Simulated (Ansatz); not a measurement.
The system is Hf.

```
Hf
1.0
     2.91381    0.00000    0.00000
     0.00000    2.91381    0.00000
     0.00000    0.00000    2.91381
Hf
1
Direct
  0.50000 0.50000 0.50000
```

The cell was built by a generator and needn't be a form met in nature.

* Program: Ansatz 0.2.0
* Task: relaxation of cell and atoms
* Functional: PBEsol0
* Potentials or basis: Ansatz PAW
* Cutoff: 420 eV (not typed: the program's choice for these potentials)
* k mesh: 5 × 5 × 5
* Occupations: fermi-dirac, width 0.05 eV
* Spin: no spin polarisation

At the start: volume 24.74 Å³/atom.

**Question.** Where does the relaxation end?

**Answer.** It ends after 5 steps and the volume is 24.30 Å³/atom (-1.8 %); space group Pm-3m (No. 221, to 0.05 Å).

Step by step:
```
step  energy change (eV)  largest force (eV/Å)  volume (Å³)
   1              0.0000                0.0000        24.74
   2             -0.0024                0.0000        24.32
   3             -0.0022                0.0000        24.32
   4             -0.0022                0.0000        24.30
   5             -0.0022                0.0000        24.30
```

Final structure:
```xyz
1
Lattice="2.8966 0.0000 0.0000 0.0000 2.8966 0.0000 0.0000 0.0000 2.8966" Properties=species:S:1:pos:R:3 pbc="T T T"
Hf    1.4483    1.4483    1.4483
```

Caveat: the k mesh is coarse (spacing up to 0.43 Å⁻¹), so the values aren't converged, least of all with exact exchange; the plane-wave basis is chosen anew once the cell has moved, so the energies of steps on either side of that aren't comparable; the PAW data sets come from PBE, with cores solved anew for the run's functional, which leaves a small shift of forces and pressure.
